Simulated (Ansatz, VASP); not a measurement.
**BeS in VASP and in Ansatz**

INCAR

```
SYSTEM = BeS
PREC = Accurate ; ENCUT = 520
EDIFF = 1E-7 ; ISMEAR = -1
SIGMA = 0.05 ; LREAL = .False.
LASPH = .True. ; NELM = 100
ALGO = Normal ; ISIF = 2
LWAVE = .False. ; LCHARG = .False.
GGA = PE ; NBANDS = 11
```

KPOINTS

```
regular mesh
0
Gamma
  9 9 9
  0 0 0
```

The input POSCAR:

```
BeS
1.0
    0.0000000000      2.4569115543      2.4569115543
    2.4569115543      0.0000000000      2.4569115543
    2.4569115543      2.4569115543      0.0000000000
S Be
1 1
Direct
    0.7500000000      0.7500000000      0.7500000000
    0.0000000000      0.0000000000      0.0000000000
```

Contents of input.yaml:

```yaml
crystal:
  lattice:
    - [0.0, 2.4569115543, 2.4569115543]
    - [2.4569115543, 0.0, 2.4569115543]
    - [2.4569115543, 2.4569115543, 0.0]
  atoms:
    - { symbol: S, position: [0.75, 0.75, 0.75] }
    - { symbol: Be, position: [0.0, 0.0, 0.0] }
hamiltonian:
  xc: pbe
  pseudopotentials: { kind: paw }
kpoints:
  mp_grid: { grid: [9, 9, 9] }
scf:
  occupations: { method: fermi_dirac, width: 0.05 }
output:
  forces: true
  stress: true
  eigenvalues: true
```

Change from the starting cell: volume scaled by 1.04.

Alike in both runs: task single point; functional PBE; k mesh 9 × 9 × 9; occupations fermi-dirac, width 0.05 eV; no spin polarisation.

```csv
,VASP,Ansatz
version,VASP 6.6.1,Ansatz 0.2.0
potentials or method,"VASP PAW PBE potentials, release 64 (S, Be)",Ansatz PAW
plane-wave cutoff (eV),520,420
valence electrons in the cell,8,8
```

VASP gave:

| Quantity | Value |
| --- | --- |
| gap on the k mesh at the Fermi level (eV) | 3.29 |
| least direct gap on the mesh (eV) | 5.56 |
| pressure (GPa) | -2.0 |

Problem. Which values does Ansatz return?

Solution. gap on the k mesh at the Fermi level (eV): 3.28; least direct gap on the mesh (eV): 5.56; pressure (GPa): -2.1.

Caveats: an odd mesh through Γ misses points on the zone boundary, where band edges often lie (VASP); odd divisions of the mesh miss points on the zone boundary, where band edges often lie, so the gap on the mesh can be too wide (Ansatz).
